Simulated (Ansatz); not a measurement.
# Calibrating HF/def2-TZVPP on O-containing molecules

The atomisation enthalpy at 298 K in kJ/mol of 7 O-containing molecules: x at HF/def2-TZVPP, y from tabulated heats of molecules and atoms (CRC Handbook of Chemistry and Physics). Shapes, held fixed at every level: PBE0-D4/def2-TZVP. Flexible molecules stand in one conformer, not always the lowest. Computed values hold a harmonic thermal term (PBE0-D4/def2-TZVP) and the atoms' spin-orbit lowering. Programs: Ansatz 0.2.0.

| molecule | x (kJ/mol) | y (kJ/mol) |
| --- | --- | --- |
| C3H4O2 (methylglyoxal) | 2603 | 3792 |
| C3H5NO (acrylamide) | 2807 | ? |
| C4H6O2 (gamma-butyrolactone) | 3546 | 5040 |
| C4H7NO (2-methyloxazoline) | 3650 | 5246 |
| C4H8O2 (2-methyl-1,3-dioxolane) | 3853 | 5462 |
| C4H10O (1-butanol) | 4076 | 5572 |
| C5H8O2 (delta-valerolactone) | 4412 | 6206 |

Task: Fit y = c + s·x to the known rows and predict y for C3H5NO.

Result: 
1. Means of the 6 rows: x = 3690.00, y = 5219.7.
2. Σ(Δx)² = 1900754, Σ(Δx·Δy) = 2464326, so the slope is 2464326/1900754 = 1.2965.
3. Intercept: 5219.7 − (1.2965) × 3690.00 = 435.6. The largest residual of the fit is 148.
4. C3H5NO: 435.6 + 1.2965 × 2807 = 4075 kJ/mol.

The tabulated heats give 4092 kJ/mol, so the prediction is off by -17 kJ/mol, within the largest residual. Uncorrected, HF/def2-TZVPP misses C3H5NO by -1285 kJ/mol, and the other rows by 1530 on average. The line removes about 100 % of this miss, partly by chance. Hartree–Fock lacks correlation, which doesn't scale simply with the atomisation energy. Left out in turn, the other rows are missed by 86 kJ/mol on average.
